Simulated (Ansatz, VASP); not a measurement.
## One calculation of SnTe, two programs

File INCAR:

```
SYSTEM = SnTe
  PREC = Accurate
  ENCUT = 520
  EDIFF = 1E-7
  ISMEAR = 0
  SIGMA = 0.03
  LREAL = .False.
  LASPH = .True.
  NELM = 100
  ALGO = Normal
  ISIF = 2
  LWAVE = .False.
  LCHARG = .True.
  GGA = CA
  LELF = .True.
  LVHAR = .True.
  NBANDS = 17
```

The input KPOINTS:

```
regular mesh
0
Gamma
  10 10 10
  0 0 0
```

The input POSCAR:

```
SnTe
1.0
    0.0000000000      3.1407175000      3.1565000000
    3.1565000000      0.0000000000      3.1565000000
    3.1565000000      3.1407175000      0.0000000000
Sn Te
1 1
Direct
    0.0000000000      0.0000000000      0.0000000000
    0.5000000000      0.5000000000      0.5000000000
```

Input for Ansatz:

```yaml
crystal:
  lattice:
    - [0.0, 3.1407175, 3.1565]
    - [3.1565, 0.0, 3.1565]
    - [3.1565, 3.1407175, 0.0]
  atoms:
    - { symbol: Sn, position: [0.0, 0.0, 0.0] }
    - { symbol: Te, position: [0.5, 0.5, 0.5] }
basis:
  ecutwfc: 420
kpoints:
  mp_grid: { grid: [10, 10, 10] }
hamiltonian:
  xc: lda
scf:
  occupations: { method: gaussian, width: 0.03 }
output:
  forces: true
  stress: true
  eigenvalues: true
```

Change from the starting cell: strain -0.0050 x Voigt [0, 1, 0, 0, 0, 0], atoms carried along.

Alike in both runs: task single point; functional LDA; k mesh 10 × 10 × 10; occupations gaussian, width 0.03 eV; no spin polarisation.

|  | VASP | Ansatz |
| --- | --- | --- |
| version | VASP 6.6.1 | Ansatz 0.2.0 |
| potentials or method | VASP PAW LDA potentials, release 64 (Sn_d, Te) | scalar-relativistic, plane waves, PAW |
| plane-wave cutoff (eV) | 520 | 420 |
| valence electrons in the cell | 20 | 30 |

|  | VASP | Ansatz | Ansatz less VASP |
| --- | --- | --- | --- |
| gap on the k mesh at the Fermi level (eV) | 0.12 | 0.11 | -0.013 |
| least direct gap on the mesh (eV) | 0.12 | 0.11 | -0.013 |
| pressure (GPa) | -1.5 | -1.5 | -0.04 |
| largest component of the traceless stress (GPa) | 0.42 | 0.42 | -0.003 |

The two sets of potentials don't hold the same shells in valence.

Caveats: spin-orbit coupling is left out, which moves the levels of the heavy elements.
